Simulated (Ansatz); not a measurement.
# A series in volume scale on Sr

Results calculated with Ansatz 0.2.0, not measured. Periodic Kohn-Sham DFT of a crystal at fixed atoms, scaled to volume_scale times the given cell; pressure positive in compression, energy less spherical unpolarised free atoms, largest_vzz the field gradient of largest size among the nuclei.

The cell before it is scaled or strained (space group Fd-3m, No. 227):
```
cell vectors (Å)
   0.0000     4.8091     4.8091
   4.8091     0.0000     4.8091
   4.8091     4.8091     0.0000
atoms (fractions of the cell vectors)
Sr  0.00000  0.00000  0.00000
Sr  0.25000  0.25000  0.25000
```

Settings of every row: method all-electron LAPW; functional PBE; relativity scalar; k mesh 11x11x11; filling fermi-dirac; smearing width 0.08 eV; basis error target 0.25 meV/atom; nucleus gaussian.

Atom start moment: 0 on all atoms.

Limits: the cell comes from a prototype or a list of computed structures and needn't be the stable phase.

| row | volume scale | V (Å³/atom) | pressure (GPa) | energy less free atoms (eV/atom) |
| --- | --- | --- | --- | --- |
| 1 | 0.96 | 106.773 | 0.122 | -0.6733 |
| 2 | 0.98 | 108.998 | ? | ? |
| 3 | 1 | 111.224 | 0.006 | -0.675 |
| 4 | 1.02 | 113.447 | -0.046 | -0.6747 |
| 5 | 1.04 | 115.671 | -0.094 | -0.6737 |

Question: what pressure should row 2 give?

Worked fit of pressure. Take u = (V_r/V)^(2/3) − 1 with V_r = 112.34 Å³ an atom, which is twice the finite (Eulerian) strain; such expansions in the strain, on which the Birch-Murnaghan equation of state is built, carry the rest volume and the bulk modulus. The shown rows have u = 0.03446, 0.00668, -0.00652, -0.01929. Least squares give pressure = −0.0206 + 3.927 × u + 6.12 × u² GPa; a straight line predicts inner rows, each left out in turn, worse (root mean square 0.0027 against 0.00018 GPa). All shown rows lie on it to the printed digit. The pressure vanishes at u = 0.0052, or V = 111.5 Å³ an atom, and there the bulk modulus at fixed shape and fractions is B = −V dP/dV = (2/3)(1 + u) dP/du = 2.67 GPa. The withheld row has u = 0.02034, so the fit gives −0.0206 + 3.927 × (0.02034) + 6.12 × (0.02034)² = 0.062 GPa.

The calculation gave 0.062 GPa. The fit meets it to the printed digit.

The other values of row 2: energy less free atoms -0.6745 eV/atom.
